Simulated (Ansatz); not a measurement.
**SiO$_{2}$: pressure against volume**

SiO$_{2}$, P6_422, a = 5.105 Å, c = 5.585 Å. This isn't the usual stable structure of the compound. Ansatz: PBE, PAW, 420 eV, Γ-centred 6×6×4 mesh on 9 atoms, Gaussian smearing 0.02 eV; no spin polarisation. Shape and atoms are relaxed at each volume; pressure is positive in compression.

| V (Å³/atom) | P (GPa) |
| --- | --- |
| 12.327 | ? |
| 12.747 | 13.82 |
| 13.167 | 8.83 |
| 13.588 | 4.20 |
| 14.008 | 0.01 |
| 14.428 | -3.77 |
| 14.848 | -7.16 |
| 15.409 | -11.15 |

**Question.** Take V0 = 14.008 Å³/atom, count pressures from its P0 = 0.01 GPa, fit the third-order Birch–Murnaghan form to the other rows, and predict the missing pressure.

**Answer.** With the Eulerian strain f = ½[(V0/V)^(2/3) − 1] and y = (P − P0)/[3f(1 + 2f)^(5/2)], the form is the line y = B0 + 1.5 B0 (B0′ − 4) f. Rows (f, y): 0.03245, 121.2; 0.02107, 125.9; 0.01025, 129.5; -0.00975, 135.8; -0.01904, 138.3; -0.03079, 141.6. Means f = 0.0006983, y = 132.05; Σ(Δf)² = 0.003005, ΣΔfΔy = -0.9574; the slope is their ratio. y = 132.3 − 318.6 f GPa, so B0 = 132.3 GPa and B0′ = 4 + 2 × (-318.6)/(3 × 132.3) = 2.39. At V = 12.327, f = 0.04448, y = 118.13 and P = 19.52 GPa. The run gave 19.05 GPa, so the fit is 0.47 GPa too high, 1.6 % of the span of the series, against an rms of 0.04 GPa on the fitted rows. The row lies outside the fitted range. The points of y bend away from a line: a fourth-order term fitted to them gives P = 19.24 GPa at this row's volume (the line 19.52, the run 19.05).